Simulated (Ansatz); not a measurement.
Runs of Ansatz 0.2.0 on Al2O3. It takes space group Pnnm (No. 58, orthorhombic). Conventional cell: a = 4.614 Å, b = 9.563 Å, c = 3.120 Å, α = 90.00°, β = 90.00°, γ = 90.00°. Around Al (site symmetry m) lie 4 O at 1.68 to 1.82 Å. Around O (site symmetry 2/m) lie 2 Al at 1.68 Å. O (site symmetry m) has 3 Al at 1.82 Å as nearest neighbours. Measurements of this composition are mostly on another form, of space group No. 167.

```csv
task,level,cell,cutoff (eV),points for each segment of the path,gap on the mesh (eV),pressure (GPa),relaxed volume (Å³/atom),largest force (eV/Å)
relaxation of cell and atoms,PBEsol+D3(BJ),relaxed,420,-,3.46,0.0,(a),-
relaxation of cell and atoms,r2SCAN,relaxed,500,-,4.12,0.0,13.32,0.01
band structure,PBEsol,as given,420,10,3.43,(c),-,0.17
relaxation of cell and atoms,PBEsol,relaxed,420,-,3.41,0.0,(b),-
band structure,r2SCAN,as given,500,10,4.12,-4.1,-,0.21
```

Alike in all rows: potentials or basis Ansatz PAW; no spin polarisation; k mesh 6 × 3 × 9; smearing fermi-dirac 0.05 eV.

Estimate the missing entries.

(a) 12.88; (b) 13.54; (c) -2.6.

Caveats: the PAW data sets come from PBE, with cores solved anew for the run's functional, which leaves a small shift of forces and pressure; odd divisions of the mesh miss points on the zone boundary, where band edges often lie, so the gap on the mesh can be too wide (some runs); the plane-wave basis is chosen anew once the cell has moved, so the energies of steps on either side of that aren't comparable (some runs).

A k mesh can miss the band edges.

Not every run made on this cell is shown here.
